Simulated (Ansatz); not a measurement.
# SnO (P4/nmm) in Ansatz: further runs

One crystal, SnO, is run at these levels: PBEsol; tasks: relaxation of cell and atoms.

Everything below comes from runs of Ansatz 0.2.0. Logs are shortened: lines on timing, memory, paths and dates and some standing lists are left out, and cuts for length are marked.

## 1. The crystal as given

The structure is tetragonal, space group P4/nmm (No. 129). Conventional cell: a = 3.814 Å, b = 3.814 Å, c = 4.887 Å, α = 90.00°, β = 90.00°, γ = 90.00°. Sn (site symmetry 4mm) has 4 O at 2.23 Å as nearest neighbours. O (site symmetry -4m2) has 4 Sn at 2.23 Å as nearest neighbours.

The cell is a database's computed one.

## 2. Relaxation of cell and atoms, PBEsol

The input, input.yaml:

```yaml
crystal:
  lattice:
    - [3.81369522, 0.0, 0.0]
    - [0.0, 3.81369522, 0.0]
    - [0.0, 0.0, 4.8869133]
  atoms:
    - { symbol: Sn, position: [0.5, 0.0, 0.76462614] }
    - { symbol: Sn, position: [0.0, 0.5, 0.23537386] }
    - { symbol: O, position: [0.0, 0.0, 0.0] }
    - { symbol: O, position: [0.5, 0.5, 0.0] }
hamiltonian:
  xc: pbesol
  pseudopotentials: { kind: paw }
kpoints:
  mp_grid: { grid: [7, 7, 6] }
scf:
  occupations: { method: fermi_dirac, width: 0.05 }
output:
  forces: true
  stress: true
  eigenvalues: true
  write_density: true
  write_potential: true
  elf: true
  volumetric_format: npy
relax:
  f_tol: 0.01
  max_steps: 40
  cell: { stress_tol: 0.05 }
```

Potentials or basis: Ansatz PAW.

Started as:

```console
$ ansatz run input.yaml --threads 2 --pin off --max-ram 5632MiB --backend cpu --events-out ev --progress --plain --runs-dir out
```

What it wrote:

```text
Warning: RAYON_NUM_THREADS=2 ignored (pool sized by the plan → 2); use --threads N
Engine: ansatz 0.2.0, x86_64-unknown-linux-gnu
Pseudopotentials: kind: paw
Pseudopotential: Sn, paw, valence charge 14, recommended cutoff 420 eV (normal), Sn.paw.azcp
Pseudopotential: O, paw, valence charge 6, recommended cutoff 420 eV (normal), O.paw.azcp
Functional definition: PBEsol
  exchange = pbesol_x
  correlation = pbesol_c
Crystal: 4 atoms, lattice volume = 71.077 Å³
Basis set: ecut = 420 eV, 1409 PW (Γ), exchange–correlation on 54×54×72 points (8 copies of the dense FFT grid, shifted against one another)
Bands: 24, of which v1, the nominal top of the filled ones, is band 20 counted from 1 (19 counted from 0)
Symmetry: 16 space group operations
Space group: P4/nmm (ITA 129), of the structure as read, at distance tolerance 4.1e-5 Å
k-points: 40 of 294
Non-local potential: Sn, projectors of the file, l = 0: 2, l = 1: 2, l = 2: 2, l = 3: 2
Non-local potential: O, projectors of the file, l = 0: 2, l = 1: 2, l = 2: 1
PAW form: soft (Blöchl's): semilocal exchange-correlation on the pseudo side does not see the compensation charge
PAW frozen core: Sn, regenerated for the run's functional, and the local potential with it (the file was generated under x = pbe(κ = 0.804, μ = 0.2195149727645171), c = pbe(β = 0.06672455060314922))
PAW frozen core: O, regenerated for the run's functional, and the local potential with it (the file was generated under x = pbe(κ = 0.804, μ = 0.2195149727645171), c = pbe(β = 0.06672455060314922))
PAW one-centre angular grid: Sn, 590 points (default); XC on 64 Gauss nodes
PAW one-centre angular grid: O, 110 points (default); XC on 64 Gauss nodes
Initial density: superposition of atomic densities (neutral atoms: chi_scale 0, normalization atom), corrected by the library's trained network
Initial wavefunctions: pseudopotential atomic-orbital guess
Functional: x = pbesol(κ = 0.804, μ = 0.12345679012345678), c = pbesol(β = 0.046)
SCF iter   1: F=—  HF=-13021.438074 eV  |F-HF|=—  |Δ(HF+E_count)|=         —  Δρ=1.32e-2  dr2=1.02e-1  ethr=1.77e-3  ⟨swp⟩=6.0  Hψ=4393  notcnv=0
preconditioner: auto → Resta (q_TF=auto, 2.479 Å⁻¹)  ε∞=3.4  [insulator: Δε(μ)=0.280 eV  Ē_g=17.936 eV  σ=0.050 eV  W_gap=0.88  n_scr=18 (ndim 8)  ℏωp=27.9 eV  f_vac=0.021  D(μ)=0.06/eV (n_scr^D=0)  ε∞_Penn≈3.4]
SCF iter   2: F=—  HF=-13021.416431 eV  |F-HF|=—  |Δ(HF+E_count)|=   2.16e-2  Δρ=4.39e-3  dr2=1.31e-2  ethr=2.55e-4  ⟨swp⟩=2.2  Hψ=1793  notcnv=0
SCF iter   3: F=—  HF=-13021.413653 eV  |F-HF|=—  |Δ(HF+E_count)|=   2.78e-3  Δρ=1.03e-3  dr2=8.21e-4  ethr=3.29e-5  ⟨swp⟩=2.0  Hψ=1380  notcnv=0
SCF iter   4: F=—  HF=-13021.413600 eV  |F-HF|=—  |Δ(HF+E_count)|=   5.33e-5  Δρ=2.51e-4  dr2=4.58e-5  ethr=2.05e-6  ⟨swp⟩=2.0  Hψ=1734  notcnv=0
SCF iter   5: F=—  HF=-13021.413609 eV  |F-HF|=—  |Δ(HF+E_count)|=   8.99e-6  Δρ=5.04e-5  dr2=2.79e-6  ethr=1.15e-7  ⟨swp⟩=2.0  Hψ=1252  notcnv=0
SCF iter   6: F=—  HF=-13021.413610 eV  |F-HF|=—  |Δ(HF+E_count)|=   1.41e-6  Δρ=1.73e-5  dr2=2.07e-7  ethr=6.98e-9  ⟨swp⟩=2.6  Hψ=1680  notcnv=0
SCF iter   7: F=-13021.413611 eV  HF=-13021.413611 eV  |F-HF|=4.16e-9  |Δ(HF+E_count)|=   1.41e-7  Δρ=5.22e-6  dr2=2.01e-8  ethr=2.50e-10  ⟨swp⟩=10.3  Hψ=7426  notcnv=0
SCF 1 converged in 7 iterations: F = -13021.413611 eV  dr2 = 2.01e-8
relax step   1: F+E_penalty+E_count = -13021.41361060 eV  Δ(F+E_penalty+E_count) = +0.000e0 eV  max|allowed force component| = 7.438e-2 eV/Å  Δτ_max = 0.0000 Å  P = -0.533 GPa  Ω = 71.077 Å³  (7 SCF iters, dr2 threshold 1.00e-7 eV, accepted)
Crystal: 4 atoms, lattice volume = 68.342 Å³
Basis set: ecut = 420 eV, 1335 PW (Γ), exchange–correlation on 54×54×72 points (8 copies of the dense FFT grid, shifted against one another)
Initial density: handed on by an earlier stage of this run
Initial wavefunctions: those handed on with the density
iter 1 solved again at ethr=3.65e-5 eV; its pass at ethr=3.10e-3 eV (dr2=1.46e-2 eV) is discarded
SCF iter   1: F=—  HF=-13021.427749 eV  |F-HF|=—  |Δ(HF+E_count)|=         —  Δρ=4.80e-3  dr2=1.50e-2  ethr=3.65e-5  ⟨swp⟩=2.0  Hψ=5759  notcnv=0
[... 58 lines left out ...]
SCF iter   5: F=-13021.421899 eV  HF=-13021.421898 eV  |F-HF|=1.52e-9  |Δ(HF+E_count)|=   1.78e-8  Δρ=1.70e-6  dr2=1.82e-9  ethr=1.08e-10  ⟨swp⟩=2.2  Hψ=1712  notcnv=0
SCF iter   6: F=-13021.421899 eV  HF=-13021.421899 eV  |F-HF|=7.46e-11  |Δ(HF+E_count)|=   1.80e-9  Δρ=5.57e-7  dr2=1.78e-10  ethr=4.56e-12  ⟨swp⟩=5.6  Hψ=5575  notcnv=0
SCF 7 converged in 6 iterations: F = -13021.421899 eV  dr2 = 1.78e-10
relax step   7: F+E_penalty+E_count = -13021.42189850 eV  Δ(F+E_penalty+E_count) = -1.154e-3 eV  max|allowed force component| = 3.820e-4 eV/Å  Δτ_max = 0.0047 Å  P = +0.001 GPa  Ω = 68.824 Å³  energy of the carried Pulay correction = +9.767e-4 eV  (6 SCF iters, dr2 threshold 8.30e-8 eV, accepted)
iter 1 solved again at ethr=9.16e-8 eV; its pass at ethr=3.10e-3 eV (dr2=3.66e-5 eV) is discarded
SCF iter   1: F=—  HF=-13021.420988 eV  |F-HF|=—  |Δ(HF+E_count)|=         —  Δρ=3.76e-5  dr2=1.50e-7  ethr=9.16e-8  ⟨swp⟩=3.4  Hψ=6991  notcnv=0
preconditioner: auto → Resta (q_TF=auto, 2.492 Å⁻¹)  ε∞=3.5  [insulator: Δε(μ)=0.146 eV  Ē_g=18.049 eV  σ=0.050 eV  W_gap=0.62  n_scr=18 (ndim 8)  ℏωp=28.3 eV  f_vac=0.010  D(μ)=0.18/eV (n_scr^D=0)  ε∞_Penn≈3.5]
SCF iter   2: F=—  HF=-13021.420949 eV  |F-HF|=—  |Δ(HF+E_count)|=   3.96e-5  Δρ=1.74e-5  dr2=2.58e-8  ethr=3.74e-10  ⟨swp⟩=2.2  Hψ=1685  notcnv=0
SCF iter   3: F=—  HF=-13021.420949 eV  |F-HF|=—  |Δ(HF+E_count)|=   6.22e-8  Δρ=3.78e-6  dr2=1.20e-9  ethr=6.44e-11  ⟨swp⟩=2.2  Hψ=1331  notcnv=0
iter 4 did not close the SCF: its close was put off for the readings that it lacked (scf_convergence_deferred on its scf_iter line)
SCF iter   4: F=-13021.420949 eV  HF=-13021.420949 eV  |F-HF|=0.00e0  |Δ(HF+E_count)|=   3.25e-9  Δρ=1.71e-7  dr2=1.47e-11  ethr=3.01e-12  ⟨swp⟩=2.0  Hψ=1358  notcnv=0
iter 5 did not close the SCF: its close was put off for the readings that it lacked (scf_convergence_deferred on its scf_iter line)
SCF iter   5: F=-13021.420949 eV  HF=-13021.420949 eV  |F-HF|=1.82e-12  |Δ(HF+E_count)|=  3.64e-12  Δρ=5.02e-8  dr2=1.72e-12  ethr=1.00e-12  ⟨swp⟩=1.0  Hψ=960  notcnv=0
iter 6 did not close the SCF: its close was put off for the readings that it lacked (scf_convergence_deferred on its scf_iter line)
SCF iter   6: F=-13021.420949 eV  HF=-13021.420949 eV  |F-HF|=3.64e-12  |Δ(HF+E_count)|=  3.64e-12  Δρ=1.15e-8  dr2=8.90e-14  ethr=1.00e-12  ⟨swp⟩=1.0  Hψ=960  notcnv=0
iter 7 did not close the SCF: its close was put off for the readings that it lacked (scf_convergence_deferred on its scf_iter line)
SCF iter   7: F=-13021.420949 eV  HF=-13021.420949 eV  |F-HF|=3.64e-12  |Δ(HF+E_count)|=  3.64e-12  Δρ=2.88e-9  dr2=5.25e-15  ethr=1.00e-12  ⟨swp⟩=1.0  Hψ=960  notcnv=0
SCF iter   8: F=-13021.420949 eV  HF=-13021.420949 eV  |F-HF|=5.46e-12  |Δ(HF+E_count)|=  3.64e-12  Δρ=9.69e-10  dr2=6.96e-16  ethr=1.00e-12  ⟨swp⟩=3.1  Hψ=3124  notcnv=0
SCF 8 converged in 8 iterations: F = -13021.420949 eV  dr2 = 6.96e-16
relax step   8: F+E_penalty+E_count = -13021.42094889 eV  Δ(F+E_penalty+E_count) = +9.496e-4 eV  max|allowed force component| = 5.826e-4 eV/Å  Δτ_max = 0.0000 Å  P = -0.009 GPa  Ω = 68.824 Å³  stress off target by 1.45e-2 GPa  SCF on the basis re-selected at this cell (its energy is not comparable with the rows above)  (8 SCF iters)
basis re-selected at this cell: Δ(F+E_penalty+E_count) = +9.496e-4 eV, ΔP = -0.011 GPa vs the last step (what re-selecting the basis moved, of the pressure what is left beyond the Pulay correction that the steps carried, after the strain that the cell walked since its last selection, with what the two solves' SCF thresholds leave and, on support functions, any second-order correction that the steps lacked; it is no measure of the basis error at this ecutwfc). This SCF's stress stands 1.45e-2 GPa from its target on what of the cell is left free (relax.cell.stress_tol is 5.00e-2 GPa) and its largest allowed force component is 5.83e-4 eV/Å (relax.f_tol is 1.00e-2 eV/Å): within both
SCF converged after 8 iterations
Free energy (F): -13021.420949 eV
Harris-Foulkes:  -13021.420949 eV  (|F-HF|=5.46e-12)
Internal energy: -13021.419354 eV  (E = F + TS)
E sigma→0 (E₀):  -13021.420151 eV
Entropy (-TS):   -0.001595 eV (-0.399 meV/atom)
Fermi energy:    10.149988 eV
--- Per-component energies (eV) ---
  E_band       = -179.500491
  E_kinetic    = 723.737147
  E_local      = -2593.445113  (includes V_loc(G=0)·N_el)
  E_nonlocal   = 36.353638
  E_hartree    = 1407.881114
  E_xc         = -904.379158
  E_vxc        = -380.996351  (∫ρ·V_xc dr)
  E_paw        = -8435.144394  (= ΣΔE_a)
  E_vpaw       = -780.916830  (= ΣTr[D̂ρ^β])
  E_aug_tail   = 0.004789  (compensation charges beyond the density's cutoff)
  E_ewald      = -3257.067633
  E_core_change = 0.640255  (= ΣΔE_core)
  E_smearing   = -0.001595  (= −TS)
  E_closure    = -0.000000  (closes the sum)
  Σ components = -13021.420949   (vs F -13021.420949, Δ=0.00e0)
--- Forces (eV/Å), atoms counted from 1 ---
  atom   1  Sn     0.00000000     0.00000000    -0.00058256
  atom   2  Sn     0.00000000     0.00000000     0.00058256
  atom   3  O      0.00000000     0.00000000     0.00000000
  atom   4  O      0.00000000     0.00000000     0.00000000
  max |Σ_I F_I| component: 0.00e0 eV/Å
--- Stress (GPa, compression-positive) ---
       -0.007005       0.000000       0.000000
        0.000000      -0.007005       0.000000
        0.000000       0.000000      -0.014455
  P = ⅓ Tr σ = -0.0095 GPa (-0.095 kbar)
--- Band table (eV; the first three rows and the last of 40) ---
  k-point 0: bands = ["-11.8768", "-11.4327", "-11.4327", "-11.4280", "-11.3855", "-11.3753", "-11.3235", "-11.3178", "-11.2962", "-11.2962", "-10.1114", "-7.3901", "2.4232", "3.2279", "3.7459", "3.7459", "6.5881", "6.8954", "6.8954", "10.0740", "12.2257", "14.6062", "14.6261", "14.6261"]
  k-point 1: bands = ["-11.8715", "-11.4332", "-11.4256", "-11.4256", "-11.3817", "-11.3714", "-11.3273", "-11.3215", "-11.3043", "-11.3043", "-10.0998", "-7.3904", "1.6554", "3.7790", "3.7790", "4.2834", "6.5671", "6.8916", "6.8916", "9.8672", "11.8710", "13.8974", "13.8974", "14.6014"]
  k-point 2: bands = ["-11.8607", "-11.4442", "-11.4074", "-11.4074", "-11.3718", "-11.3607", "-11.3373", "-11.3316", "-11.3245", "-11.3245", "-10.0764", "-7.3909", "0.9685", "3.8476", "3.8476", "5.8099", "6.5262", "6.8824", "6.8824", "8.9820", "11.6491", "13.1340", "13.1340", "14.0142"]
  k-point 39: bands = ["-11.7900", "-11.7752", "-11.3984", "-11.3910", "-11.3702", "-11.3673", "-11.3368", "-11.3337", "-11.2968", "-11.2963", "-8.3885", "-8.2506", "1.0784", "1.2316", "4.1296", "4.4690", "7.3178", "7.3560", "7.4718", "7.5382", "12.3766", "12.5558", "13.6501", "14.4547"]
--- Relaxed structure (6 steps of the walk, 6 accepted, 2 SCFs on fresh bases) ---
  F+E_penalty+E_count = -13021.42094889 eV   max|allowed force component| = 5.826e-4 eV/Å   (the final SCF, on the basis selected at the relaxed cell)
  cell:  # Å, volume = 68.8237 Å³
    - [3.8057824509161278, -1.4406803677655725e-34, 0.0]
    - [3.324647002535936e-35, 3.8057824509161278, 0.0]
    - [0.0, 0.0, 4.751711863797374]
  atoms:
    - { symbol: Sn, position: [0.5, -1.578136355691815e-36, 0.7575602646760156] }
    - { symbol: Sn, position: [1.1836022667688639e-36, 0.5, 0.2424397353239845] }
    - { symbol: O, position: [-7.890681778459098e-37, 1.5781363556918196e-36, -2.463121691236107e-36] }
    - { symbol: O, position: [0.5, 0.5, 7.389365073708322e-36] }
```

Run time: 15 s. Hardware: 2 threads of AMD EPYC 7R43 (Zen 3), shared host; peak memory 0.45 GiB.

Results:

* Free energy: -13021.4209 eV
* Relaxed volume: 17.21 Å³/atom
* Relaxed cell: a = 3.806 Å, b = 3.806 Å, c = 4.752 Å, α = 90.00°, β = 90.00°, γ = 90.00°
* Space group after relaxing (to 0.05 Å): P4/nmm (No. 129)
* Energy gained by relaxing: 1.8 meV/atom
* Ionic steps: 8
* Pressure after relaxing: 0.0 GPa
* Band gap on the k mesh: 0.15 eV, indirect (least direct gap 1.92 eV)

The path:
```
step  energy change (eV)  largest force (eV/Å)  volume (Å³)
   1              0.0000                0.0744        71.08
   2             -0.0099                0.2203        68.34
   3             -0.0120                0.0030        69.10
   4             -0.0120                0.0061        69.15
   5             -0.0120                0.0002        69.14
   6             -0.0071                0.0011        69.14
   7             -0.0083                0.0004        68.82
   8             -0.0073                0.0006        68.82
```

Final structure:
```
Sn O
1.0
     3.80578    0.00000    0.00000
     0.00000    3.80578    0.00000
     0.00000    0.00000    4.75171
Sn O
2 2
Direct
  0.50000 0.00000 0.75756
  0.00000 0.50000 0.24244
  0.00000 0.00000 0.00000
  0.50000 0.50000 0.00000
```

Caveat: odd divisions of the mesh miss points on the zone boundary, where band edges often lie, so the gap on the mesh can be too wide; the plane-wave basis is chosen anew once the cell has moved, so the energies of steps on either side of that aren't comparable; the pressure holds a Pulay correction of +0.5 GPa for the finite cutoff; spin-orbit coupling is left out, which moves the levels of the heavy elements; the PAW data sets come from PBE, with cores solved anew for the run's functional, which leaves a small shift of forces and pressure.

(Part 1 of 3 ends here.)
